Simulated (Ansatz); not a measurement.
## Residual resistivity of an alloy: Rh(111) with 4 layers of random Rh-Ir, 2x2

How strongly does chemical disorder scatter in Rh(111) with 4 layers of random Rh-Ir, 2x2?

Calculated with Ansatz 0.2.0; Ansatz plane-wave DFT, PBE, PAW files; ballistic transport by layer matching (Landauer), zero bias; PAW set soft_1.

### 1. Starting point

The cell holds 40 atoms: 38 Rh and 2 Ir. Cell: a = 5.378 Å, b = 5.378 Å, c = 22.012 Å, α = 93.5°, β = 86.5°, γ = 120.0°. It derives from Rh. Regions: lead, 24 atoms (24 Rh); scattering region, 16 atoms (14 Rh and 2 Ir). The structure is stacked along c, and the current runs across the ab planes.

### 2. With 4 alloy layers

In 4 layers a share of 0.125 of the sites is given to Ir at random. The layers about the cell's end stay perfect and serve as the lead. Energies from -0.05 to 0.05 eV in steps of 0.05 eV are too few for the program's thermal sum, so it prints no conductance; for a metal the transmission near the Fermi level serves, at a fraction of the cost.

Input file input.yaml:

```yaml
crystal:
  lattice:
    - [5.3783955991, 0.0, 0.0]
    - [-2.6891977995, 4.6578272204, 0.0]
    - [1.3445988998, -0.7763045367, 21.9572080876]
  atoms:
    - { symbol: Rh, position: [0.9916666667, 0.0083333333, 0.05] }
    - { symbol: Rh, position: [0.9916666667, 0.5083333333, 0.05] }
    - { symbol: Rh, position: [0.4916666667, 0.0083333333, 0.05] }
    - { symbol: Rh, position: [0.4916666667, 0.5083333333, 0.05] }
    - { symbol: Rh, position: [0.1416666667, 0.3583333333, 0.15] }
    - { symbol: Rh, position: [0.1416666667, 0.8583333333, 0.15] }
    - { symbol: Rh, position: [0.6416666667, 0.3583333333, 0.15] }
    - { symbol: Rh, position: [0.6416666667, 0.8583333333, 0.15] }
    - { symbol: Rh, position: [0.2916666667, 0.2083333333, 0.25] }
    - { symbol: Rh, position: [0.2916666667, 0.7083333333, 0.25] }
    - { symbol: Rh, position: [0.7916666667, 0.2083333333, 0.25] }
    - { symbol: Rh, position: [0.7916666667, 0.7083333333, 0.25] }
    - { symbol: Rh, position: [0.9416666667, 0.0583333333, 0.35] }
    - { symbol: Rh, position: [0.9416666667, 0.5583333333, 0.35] }
    - { symbol: Rh, position: [0.4416666667, 0.0583333333, 0.35] }
    - { symbol: Rh, position: [0.4416666667, 0.5583333333, 0.35] }
    - { symbol: Rh, position: [0.0916666667, 0.4083333333, 0.45] }
    - { symbol: Rh, position: [0.0916666667, 0.9083333333, 0.45] }
    - { symbol: Rh, position: [0.5916666667, 0.4083333333, 0.45] }
    - { symbol: Rh, position: [0.5916666667, 0.9083333333, 0.45] }
    - { symbol: Rh, position: [0.2416666667, 0.2583333333, 0.55] }
    - { symbol: Rh, position: [0.2416666667, 0.7583333333, 0.55] }
    - { symbol: Rh, position: [0.7416666667, 0.2583333333, 0.55] }
    - { symbol: Rh, position: [0.7416666667, 0.7583333333, 0.55] }
    - { symbol: Ir, position: [0.8916666667, 0.1083333333, 0.65] }
    - { symbol: Rh, position: [0.8916666667, 0.6083333333, 0.65] }
    - { symbol: Rh, position: [0.3916666667, 0.1083333333, 0.65] }
    - { symbol: Ir, position: [0.3916666667, 0.6083333333, 0.65] }
    - { symbol: Rh, position: [0.0416666667, 0.4583333333, 0.75] }
    - { symbol: Rh, position: [0.0416666667, 0.9583333333, 0.75] }
    - { symbol: Rh, position: [0.5416666667, 0.4583333333, 0.75] }
    - { symbol: Rh, position: [0.5416666667, 0.9583333333, 0.75] }
    - { symbol: Rh, position: [0.1916666667, 0.3083333333, 0.85] }
    - { symbol: Rh, position: [0.1916666667, 0.8083333333, 0.85] }
    - { symbol: Rh, position: [0.6916666667, 0.3083333333, 0.85] }
    - { symbol: Rh, position: [0.6916666667, 0.8083333333, 0.85] }
    - { symbol: Rh, position: [0.8416666667, 0.1583333333, 0.95] }
    - { symbol: Rh, position: [0.8416666667, 0.6583333333, 0.95] }
    - { symbol: Rh, position: [0.3416666667, 0.1583333333, 0.95] }
    - { symbol: Rh, position: [0.3416666667, 0.6583333333, 0.95] }
kpoints:
  mp_grid: { grid: [5, 5, 1] }
hamiltonian:
  xc: pbe
  pseudopotentials: { kind: paw, azcp: { folder: soft_1 } }
scf:
  occupations: { method: fermi_dirac, width: 0.1 }
output:
  transmission:
    leads: [[0, 4]]
    kmesh: [10, 10]
    e_range: [-0.05, 0.05]
    de: 0.05
  write_potential: true
  write_density: true
  volumetric_format: npy
```

Command:

```
$ ansatz run input.yaml --threads 4 --pin off --max-ram 15360MiB --backend cpu --events-out ev --progress --plain --runs-dir out
```

Numbers of over 12 decimals in the logs are rounded to 6 here.

Output:

```text
Engine: ansatz 0.2.0, aarch64-unknown-linux-gnu
Pseudopotentials: kind: paw
Pseudopotential: Rh, paw, valence charge 17, recommended cutoff 420 eV (normal), soft_1/Rh.paw.azcp
Pseudopotential: Ir, paw, valence charge 17, recommended cutoff 420 eV (normal), soft_1/Ir.paw.azcp
Functional definition: PBE
  parameter kappa = 0.804
  parameter beta = 0.066725
  exchange = pbe_x(kappa = kappa, mu = beta*pi^2/3)
  correlation = pbe_c(beta = beta)
Crystal: 40 atoms, lattice volume = 550.064 Å³
Basis set: ecut = 420 eV, 10671 PW (Γ)
Bands: 408, of which v1, the nominal top of the filled ones, is band 340 counted from 1 (339 counted from 0)
Symmetry: 8 space group operations
Space group: P2/m (ITA 10), of the structure as read, at distance tolerance 8.2e-5 Å
k-points: 9 of 25
Non-local potential: Rh, projectors of the file, l = 0: 3, l = 1: 2, l = 2: 2, l = 3: 1
Non-local potential: Ir, projectors of the file, l = 0: 3, l = 1: 2, l = 2: 2, l = 3: 1
PAW form: soft (Blöchl's): semilocal exchange-correlation on the pseudo side does not see the compensation charge
PAW one-centre angular grid: Rh, 590 points (default); XC on 64 Gauss nodes
PAW one-centre angular grid: Ir, 590 points (default); XC on 64 Gauss nodes
Initial density: superposition of atomic densities (chi_scale 0.1, normalization cell, long waves kept (reshape's long-wave potential 0.71 eV rms))
Initial wavefunctions: pseudopotential atomic-orbital guess
Functional: x = pbe(κ = 0.804, μ = 0.219515), c = pbe(β = 0.066725)
SCF iter   1: F=—  HF=-267221.700072 eV  |F-HF|=—  |Δ(HF+E_count)|=         —  Δρ=1.62e-1  dr2=2.66e3  ethr=3.10e-3  ⟨swp⟩=4.6  Hψ=10741  notcnv=0  defer=45
preconditioner: auto → Kerker (q_TF=auto, 2.826 Å⁻¹)  [metal: Δε(μ)=0.010 eV  Ē_g=6.587 eV  σ=0.100 eV  W_gap=0.03  n_scr=228 (ndim 8)  ℏωp=30.0 eV  f_vac=0.000  D(μ)=46.64/eV (n_scr^D=564)]
SCF iter   2: F=—  HF=-267194.229064 eV  |F-HF|=—  |Δ(HF+E_count)|=    2.75e1  Δρ=7.33e-2  dr2=7.86e2  ethr=3.10e-3  ⟨swp⟩=2.0  Hψ=6404  notcnv=0  defer=187
SCF iter   3: F=—  HF=-267187.310944 eV  |F-HF|=—  |Δ(HF+E_count)|=    6.92e0  Δρ=2.75e-2  dr2=2.21e1  ethr=3.10e-3  ⟨swp⟩=2.0  Hψ=6042  notcnv=0  defer=194
SCF iter   4: F=—  HF=-267186.458007 eV  |F-HF|=—  |Δ(HF+E_count)|=   8.53e-1  Δρ=1.11e-2  dr2=1.70e1  ethr=3.10e-3  ⟨swp⟩=2.0  Hψ=4375  notcnv=0  defer=209
SCF iter   5: F=—  HF=-267186.333230 eV  |F-HF|=—  |Δ(HF+E_count)|=   1.25e-1  Δρ=2.41e-3  dr2=7.73e-1  ethr=2.49e-3  ⟨swp⟩=1.0  Hψ=3458  notcnv=0  defer=213
SCF iter   6: F=—  HF=-267186.322855 eV  |F-HF|=—  |Δ(HF+E_count)|=   1.04e-2  Δρ=1.08e-3  dr2=3.11e-2  ethr=1.14e-4  ⟨swp⟩=1.0  Hψ=3458  notcnv=0  defer=214
SCF iter   7: F=—  HF=-267186.321731 eV  |F-HF|=—  |Δ(HF+E_count)|=   1.12e-3  Δρ=2.81e-4  dr2=5.49e-3  ethr=4.58e-6  ⟨swp⟩=1.0  Hψ=3458  notcnv=0  defer=214
SCF iter   8: F=—  HF=-267186.321682 eV  |F-HF|=—  |Δ(HF+E_count)|=   4.89e-5  Δρ=5.71e-5  dr2=1.64e-4  ethr=8.07e-7  ⟨swp⟩=1.0  Hψ=3458  notcnv=0  defer=214
SCF iter   9: F=—  HF=-267186.321462 eV  |F-HF|=—  |Δ(HF+E_count)|=   2.20e-4  Δρ=1.45e-5  dr2=9.74e-6  ethr=2.41e-8  ⟨swp⟩=1.6  Hψ=3621  notcnv=0  defer=214
SCF iter  10: F=—  HF=-267186.322024 eV  |F-HF|=—  |Δ(HF+E_count)|=   5.62e-4  Δρ=5.22e-6  dr2=1.12e-6  ethr=1.43e-9  ⟨swp⟩=1.0  Hψ=3672  notcnv=0  defer=214
SCF iter  11: F=-267186.322024 eV  HF=-267186.322024 eV  |F-HF|=3.45e-8  |Δ(HF+E_count)|=   3.84e-9  Δρ=1.36e-6  dr2=3.86e-8  ethr=1.47e-11  ⟨swp⟩=7.1  Hψ=9908  notcnv=0
SCF 1 converged in 11 iterations: F = -267186.322024 eV  dr2 = 3.86e-8
  greatest PAW one-centre occupation: 1.000 electrons in one spin orbital (limit 2), on the Rh atom at site 26 (counted from 0), in its partial waves of l = 0
transmission: 121 of 1209 steps passed
transmission: 244 of 1209 steps passed
[...]
transmission: 1209 of 1209 steps passed
SCF converged after 11 iterations
Free energy (F): -267186.322024 eV
Harris-Foulkes:  -267186.322024 eV  (|F-HF|=3.45e-8)
Internal energy: -267184.634488 eV  (E = F + TS)
E sigma→0 (E₀):  -267185.478256 eV
Entropy (-TS):   -1.687536 eV (-42.188 meV/atom)
Fermi energy:    22.620033 eV
--- Per-component energies (eV) ---
  E_band       = -3365.901880
  E_kinetic    = 21511.558788
  E_local      = -58047.068270  (includes V_loc(G=0)·N_el)
  E_nonlocal   = 11707.096915
  E_hartree    = 21576.680504
  E_xc         = -8137.671545
  E_vxc        = -10148.530627  (∫ρ·V_xc dr)
  E_paw        = -155456.604312  (= ΣΔE_a)
  E_vpaw       = -11542.323104  (= ΣTr[D̂ρ^β])
  E_aug_tail   = 0.003800  (compensation charges beyond the density's cutoff)
  E_ewald      = -100338.630368
  E_smearing   = -1.687536  (= −TS)
  E_closure    = 0.000000  (closes the sum)
  Σ components = -267186.322024   (vs F -267186.322024, Δ=0.00e0)
--- Band table (eV; the first three rows and the last of 9) ---
  k-point 0: bands = [... 336 lower, 23.1999, 23.2029, 23.2035, 23.2064, 23.2102, 23.2157, 23.2177, 23.2228, ... 64 higher]
  k-point 1: bands = [... 336 lower, 22.8110, 22.8515, 22.8543, 22.8623, 22.8706, 22.8816, 22.8921, 22.9339, ... 64 higher]
  k-point 2: bands = [... 336 lower, 22.0348, 22.0951, 22.1005, 22.2150, 22.2213, 22.2260, 22.3083, 22.3448, ... 64 higher]
  k-point 8: bands = [... 336 lower, 22.0227, 22.0470, 22.0568, 22.0648, 22.0751, 22.1859, 22.3809, 22.3845, ... 64 higher]
--- Transmission ---
  basis      : 211 plane waves across, 39 finite elements along
  points     : 31, standing for a mesh of 10 x 10
  energies   : 3 from -0.050000 to 0.050000 eV about the Fermi level, 0.050000 eV apart; the leads are filled to 0.000000 eV, and channels, transmission and decay are at 0.000000 eV
  crystal 0  : Rh4, at the sites [0, 4], period 2.1957 Å, over 19.76 Å; its Hamiltonian steps by up to 1.5 meV
    offset         : up to 0.0000 Å between an atom of the period and one for which it stands
    channels       : 7.200000e0 a spin
    conductance    : none, the energies end too early or step too widely for 300 K: set another output.transmission.e_range or a lower de, or, where they end at an eighth of basis.ecutwfc, a higher one
  junction   : crystal 0 to crystal 0, 3.69 to 23.45 Å
    transmission   : 6.722887e0 a spin
    conductance    : none, the energies end too early or step too widely for 300 K: set another output.transmission.e_range or a lower de, or, where they end at an eighth of basis.ecutwfc, a higher one
```

It took 3.7 min on 4 threads of Arm Neoverse V1, shared host; peak memory 4.3 GiB; 13 min of CPU time.

The column dr2 measures how far the density is from self-consistency, as an energy; F and HF (Harris–Foulkes) agree once it is small.

This step gave:

```yaml
free_energy: -267186.3220 eV
energy_at_zero_smearing: -267185.4783 eV
fermi_energy: 22.62 eV
cell_area: 25.05 Å²
transmission_per_spin_nearest_the_fermi_level: 6.723
open_channels_per_spin_nearest_the_fermi_level: 7.2
step_of_the_lead_s_potential: 1.5 meV
```

Per spin. The transmission, zone mean by energy, zero at the Fermi level:

| energy (eV) | transmission, zone mean |
| --- | --- |
| -0.0500 | 6.46 |
| 0.0000 | 6.72 |
| 0.0500 | 6.73 |

Per spin. Open channels, zone mean, lead against energy, zero at the Fermi level:

| energy (eV) | open channels, zone mean, lead |
| --- | --- |
| -0.0500 | 6.72 |
| 0.0000 | 7.2 |
| 0.0500 | 7.08 |

Transmission over k1 and k2. At 0.0000 eV from the Fermi level.

Ten even steps from '0' (5.6) to '9' (11.6):
```
0005000060
1001100166
1510101610
0011551100
0000595000
0001155110
1016101015
1661001100
0060000500
0011000110
```
Columns: k1 (b1) from -0.5 to 0.4; rows upwards: k2 (b2) from -0.5 to 0.4.

Open channels over k1 and k2. At 0.0000 eV from the Fermi level.

Ten even steps from '0' (6.0) to '9' (12.0):
```
0006000060
1013310166
1630103610
0031551300
0010595010
0003155130
1016301036
1661013310
0060000600
0011000110
```
Columns: k1 (b1) from -0.5 to 0.4; rows upwards: k2 (b2) from -0.5 to 0.4.

Over the solved energies the transmission per spin lies between 6.46 and 6.73, out of 7 channels of the lead on average (up to 7.2).

### 3. With 8 alloy layers

In 8 layers a share of 0.125 of the sites is given to Ir at random. A fresh draw is used; the growth of the resistance with length is what counts.

System of this step: Rh(111) with 8 layers of random Rh-Ir, 2x2. The cell holds 56 atoms: 52 Rh and 4 Ir. Its edges and angles: a = 5.378 Å, b = 5.378 Å, c = 30.779 Å, α = 87.5°, β = 92.5°, γ = 120.0°. It derives from Rh. Regions: lead, 24 atoms (24 Rh); scattering region, 32 atoms (28 Rh and 4 Ir). The structure is stacked along c, and the current runs across the ab planes.

Input file input.yaml:

```yaml
crystal:
  lattice:
    - [5.3783955991, 0.0, 0.0]
    - [-2.6891977995, 4.6578272204, 0.0]
    - [-1.3445988998, 0.7763045367, 30.7400913226]
  atoms:
    - { symbol: Rh, position: [0.005952381, 0.994047619, 0.0357142857] }
    - { symbol: Rh, position: [0.005952381, 0.494047619, 0.0357142857] }
    - { symbol: Rh, position: [0.505952381, 0.994047619, 0.0357142857] }
    - { symbol: Rh, position: [0.505952381, 0.494047619, 0.0357142857] }
    - { symbol: Rh, position: [0.1845238095, 0.3154761905, 0.1071428571] }
    - { symbol: Rh, position: [0.1845238095, 0.8154761905, 0.1071428571] }
    - { symbol: Rh, position: [0.6845238095, 0.3154761905, 0.1071428571] }
    - { symbol: Rh, position: [0.6845238095, 0.8154761905, 0.1071428571] }
    - { symbol: Rh, position: [0.3630952381, 0.1369047619, 0.1785714286] }
    - { symbol: Rh, position: [0.3630952381, 0.6369047619, 0.1785714286] }
    - { symbol: Rh, position: [0.8630952381, 0.1369047619, 0.1785714286] }
    - { symbol: Rh, position: [0.8630952381, 0.6369047619, 0.1785714286] }
    - { symbol: Rh, position: [0.0416666667, 0.9583333333, 0.25] }
    - { symbol: Rh, position: [0.0416666667, 0.4583333333, 0.25] }
    - { symbol: Ir, position: [0.5416666667, 0.9583333333, 0.25] }
    - { symbol: Rh, position: [0.5416666667, 0.4583333333, 0.25] }
    - { symbol: Rh, position: [0.2202380952, 0.2797619048, 0.3214285714] }
    - { symbol: Rh, position: [0.2202380952, 0.7797619048, 0.3214285714] }
    - { symbol: Rh, position: [0.7202380952, 0.2797619048, 0.3214285714] }
    - { symbol: Rh, position: [0.7202380952, 0.7797619048, 0.3214285714] }
    - { symbol: Rh, position: [0.3988095238, 0.1011904762, 0.3928571429] }
    - { symbol: Rh, position: [0.3988095238, 0.6011904762, 0.3928571429] }
    - { symbol: Rh, position: [0.8988095238, 0.1011904762, 0.3928571429] }
    - { symbol: Rh, position: [0.8988095238, 0.6011904762, 0.3928571429] }
    - { symbol: Rh, position: [0.0773809524, 0.9226190476, 0.4642857143] }
    - { symbol: Rh, position: [0.0773809524, 0.4226190476, 0.4642857143] }
    - { symbol: Rh, position: [0.5773809524, 0.9226190476, 0.4642857143] }
    - { symbol: Rh, position: [0.5773809524, 0.4226190476, 0.4642857143] }
    - { symbol: Ir, position: [0.255952381, 0.244047619, 0.5357142857] }
    - { symbol: Rh, position: [0.255952381, 0.744047619, 0.5357142857] }
    - { symbol: Rh, position: [0.755952381, 0.244047619, 0.5357142857] }
    - { symbol: Rh, position: [0.755952381, 0.744047619, 0.5357142857] }
    - { symbol: Rh, position: [0.4345238095, 0.0654761905, 0.6071428571] }
    - { symbol: Rh, position: [0.4345238095, 0.5654761905, 0.6071428571] }
    - { symbol: Rh, position: [0.9345238095, 0.0654761905, 0.6071428571] }
    - { symbol: Rh, position: [0.9345238095, 0.5654761905, 0.6071428571] }
    - { symbol: Rh, position: [0.1130952381, 0.8869047619, 0.6785714286] }
    - { symbol: Rh, position: [0.1130952381, 0.3869047619, 0.6785714286] }
    - { symbol: Ir, position: [0.6130952381, 0.8869047619, 0.6785714286] }
    - { symbol: Rh, position: [0.6130952381, 0.3869047619, 0.6785714286] }
    - { symbol: Rh, position: [0.2916666667, 0.2083333333, 0.75] }
    - { symbol: Rh, position: [0.2916666667, 0.7083333333, 0.75] }
    - { symbol: Rh, position: [0.7916666667, 0.2083333333, 0.75] }
    - { symbol: Ir, position: [0.7916666667, 0.7083333333, 0.75] }
    - { symbol: Rh, position: [0.4702380952, 0.0297619048, 0.8214285714] }
    - { symbol: Rh, position: [0.4702380952, 0.5297619048, 0.8214285714] }
    - { symbol: Rh, position: [0.9702380952, 0.0297619048, 0.8214285714] }
    - { symbol: Rh, position: [0.9702380952, 0.5297619048, 0.8214285714] }
    - { symbol: Rh, position: [0.1488095238, 0.8511904762, 0.8928571429] }
    - { symbol: Rh, position: [0.1488095238, 0.3511904762, 0.8928571429] }
    - { symbol: Rh, position: [0.6488095238, 0.8511904762, 0.8928571429] }
    - { symbol: Rh, position: [0.6488095238, 0.3511904762, 0.8928571429] }
    - { symbol: Rh, position: [0.3273809524, 0.1726190476, 0.9642857143] }
    - { symbol: Rh, position: [0.3273809524, 0.6726190476, 0.9642857143] }
    - { symbol: Rh, position: [0.8273809524, 0.1726190476, 0.9642857143] }
    - { symbol: Rh, position: [0.8273809524, 0.6726190476, 0.9642857143] }
kpoints:
  mp_grid: { grid: [5, 5, 1] }
hamiltonian:
  xc: pbe
  pseudopotentials: { kind: paw, azcp: { folder: soft_1 } }
scf:
  occupations: { method: fermi_dirac, width: 0.1 }
output:
  transmission:
    leads: [[0, 4]]
    kmesh: [10, 10]
    e_range: [-0.05, 0.05]
    de: 0.05
  write_potential: true
  write_density: true
  volumetric_format: npy
```

Output:

```text
[...]
Crystal: 56 atoms, lattice volume = 770.090 Å³
Basis set: ecut = 420 eV, 14937 PW (Γ)
Bands: 572, of which v1, the nominal top of the filled ones, is band 476 counted from 1 (475 counted from 0)
Symmetry: 2 space group operations
[...]
k-points: 9 of 25 (time reversal used)
[...]
SCF iter   1: F=—  HF=-380765.266359 eV  |F-HF|=—  |Δ(HF+E_count)|=         —  Δρ=1.88e-1  dr2=1.14e4  ethr=3.10e-3  ⟨swp⟩=4.7  Hψ=14928  notcnv=0  defer=105
[...]
SCF iter  12: F=-380701.446530 eV  HF=-380701.446531 eV  |F-HF|=4.31e-8  |Δ(HF+E_count)|=   5.82e-9  Δρ=6.08e-7  dr2=4.41e-8  ethr=1.05e-11  ⟨swp⟩=7.9  Hψ=14379  notcnv=0
SCF 1 converged in 12 iterations: F = -380701.446530 eV  dr2 = 4.41e-8
[...]
transmission: 172 of 1705 steps passed
transmission: 343 of 1705 steps passed
[...]
transmission: 1705 of 1705 steps passed
SCF converged after 12 iterations
Free energy (F): -380701.446530 eV
[...]
Internal energy: -380699.013991 eV  (E = F + TS)
E sigma→0 (E₀):  -380700.230261 eV
Entropy (-TS):   -2.432540 eV (-43.438 meV/atom)
Fermi energy:    22.714108 eV
[...]
--- Band table (eV; the first three rows and the last of 9) ---
  k-point 0: bands = [... 472 lower, 23.2893, 23.2894, 23.3016, 23.3035, 23.3039, 23.3105, 23.3133, 23.3160, ... 92 higher]
  k-point 1: bands = [... 472 lower, 22.9179, 22.9308, 22.9509, 22.9574, 22.9740, 22.9900, 22.9992, 23.0245, ... 92 higher]
  k-point 2: bands = [... 472 lower, 22.1333, 22.1497, 22.2247, 22.2427, 22.3113, 22.3495, 22.3919, 22.4308, ... 92 higher]
  k-point 8: bands = [... 472 lower, 22.1281, 22.1602, 22.1724, 22.2062, 22.2612, 22.3648, 22.4218, 22.4455, ... 92 higher]
--- Transmission ---
  basis      : 211 plane waves across, 55 finite elements along
  points     : 31, standing for a mesh of 10 x 10
[...]
channels       : 7.200000e0 a spin
[...]
junction   : crystal 0 to crystal 0, 0.70 to 29.24 Å
    transmission   : 6.425682e0 a spin
[...]
```

Wall time 9.3 min (4 threads); peak memory 8 GiB; 35 min of CPU time.

Numbers from this step:

```
free energy                                   : -380701.4465 eV
energy at zero smearing                       : -380700.2303 eV
Fermi energy                                  : 22.71 eV
transmission per spin nearest the Fermi level : 6.426
step of the lead's potential                  : 7.9 meV
```

Per spin. The transmission, zone mean by energy, zero at the Fermi level:

| energy (eV) | transmission, zone mean |
| --- | --- |
| -0.0500 | 6.25 |
| 0.0000 | 6.43 |
| 0.0500 | 6.50 |

Over the solved energies the transmission per spin lies between 6.25 and 6.50, out of 7 channels of the lead on average (up to 7.2).

(Continued in part 2 of 2.)

[Logs are printed without paths, hosts, clocks, repeated set-up lines and the standing remarks that a program may print on its own settings, such as how far it seeks lower states.]

[Hosts, paths, dates, database ids (printed as entryN), source tags and the programs' standing remarks are cut or masked in the printed files.]
